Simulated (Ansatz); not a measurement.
Wanted: the native input for an Ansatz 0.2.0 run.

```
Task                                : band structure
Functional                          : PBEsol
Potentials or basis                 : Ansatz PAW
Cutoff                              : 420 eV (not typed: the program's choice for these potentials)
k mesh                              : 7 × 7 × 7
Occupations                         : fermi-dirac, width 0.05 eV
Spin                                : spin-orbit coupling, no magnetisation
Path                                : [["G", "X", "M", "G", "Z", "P", "N", "Z1", "M"], ["X", "P"]]
Points for each segment of the path : 14
```

Crystal: Bi.

```
Bi
1.0
    -4.44975    4.44975    2.06563
     4.44975   -4.44975    2.06563
     4.44975    4.44975   -2.06563
Bi
4
Direct
  0.14566 0.35434 0.50000
  0.85434 0.64566 0.50000
  0.64566 0.14566 0.79131
  0.35434 0.85434 0.20869
```

This isn't the form of Bi at room conditions, which is rhombohedral.

One way to write it, as run:

input.yaml

```yaml
crystal:
  lattice:
    - [-4.449748, 4.449748, 2.065632]
    - [4.449748, -4.449748, 2.065632]
    - [4.449748, 4.449748, -2.065632]
  atoms:
    - { symbol: Bi, position: [0.1456555, 0.3543445, 0.5] }
    - { symbol: Bi, position: [0.8543445, 0.6456555, 0.5] }
    - { symbol: Bi, position: [0.6456555, 0.1456555, 0.791311] }
    - { symbol: Bi, position: [0.3543445, 0.8543445, 0.208689] }
hamiltonian:
  xc: pbesol
  pseudopotentials: { kind: paw_fr }
magnetization:
  noncollinear: true
  spin_orbit: true
kpoints:
  mp_grid: { grid: [7, 7, 7] }
  band_path:
    path:
      - [[0.0, 0.0, 0.0], [0.0, 0.0, 0.5], [-0.5, 0.5, 0.5], [0.0, 0.0, 0.0], [0.3038734864, 0.3038734864, -0.3038734864], [0.25, 0.25, 0.25], [0.0, 0.5, 0.0], [-0.3038734864, 0.6961265136, 0.3038734864], [-0.5, 0.5, 0.5]]
      - [[0.0, 0.0, 0.5], [0.25, 0.25, 0.25]]
    npoints: 14
scf:
  occupations: { method: fermi_dirac, width: 0.05 }
  n_extra_bands: 10
output:
  forces: true
  stress: true
  eigenvalues: true
  fatbands: false
```

Potentials or basis: Ansatz PAW.

Launch:

```console
$ ansatz run input.yaml --threads 2 --pin off --max-ram 5632MiB --backend cpu --events-out ev --progress --plain --runs-dir out
```

Results of the run:

```json
{
 "Pressure": "-0.8 GPa",
 "Largest force": "0.161 eV/Å",
 "Band gap on the k mesh": "none (metal or under the smearing width)"
}
```

Caveat: the PAW data sets come from PBE, with cores solved anew for the run's functional, which leaves a small shift of forces and pressure.

It took 2.6 min on 2 threads of Arm Neoverse V2, on a shared host, peak memory 1.5 GiB.
